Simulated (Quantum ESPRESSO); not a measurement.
Crystal: MoS2.

```
Mo S
1.0
     3.22746    0.00000    0.00000
    -1.61373    2.79507    0.00000
     0.00000    0.00000    6.31247
Mo S
1 2
Direct
  0.00000 0.00000 0.50000
  0.66667 0.33333 0.74468
  0.33333 0.66667 0.25532
```

Measurements of this composition are mostly on another form, of space group No. 194.

```yaml
Program: Quantum ESPRESSO 7.5
Task: single point
Functional: PBEsol
Potentials_or_basis: GBRV 1.5 PBEsol
Cutoff: 612 eV
Density_cutoff: 4898 eV
k_mesh: 9 × 9 × 4
Occupations: fermi-dirac, width 0.05 eV
Spin: no spin polarisation
```

On this cell: pressure -3.7 GPa; largest force 0.003 eV/Å; band gap on the k mesh none (metal or under the smearing width).

The same run follows on a disturbed copy (atoms moved at random, drawn with an rms of 0.05 Å):

```
CELL_PARAMETERS angstrom
3.22746 0.00000 0.00000
-1.61373 2.79507 0.00000
0.00000 0.00000 6.31247
ATOMIC_POSITIONS crystal
Mo 0.99403 0.98173 0.49930
S 0.65564 0.32224 0.74824
S 0.33381 0.68688 0.25256
```

**Question.** What changes?

**Answer.** The energy (extrapolated to zero smearing) moves by +12.2 meV/atom; pressure -5.1 GPa; largest force 0.557 eV/Å; band gap on the k mesh none (metal or under the smearing width).

Forces on the atoms (eV/Å):
```
Mo  -0.255  0.370  0.261
S    0.052  0.131 -0.396
S    0.203 -0.501  0.135
```

Stress tensor (GPa, compression positive):
```
-4.97 -0.42 -0.65
-0.42 -6.76  2.71
-0.65  2.71 -3.59
```

Caveats: this functional lacks dispersion, which binds the layers, so the pressure and a relaxed spacing across them are unreliable (some runs).
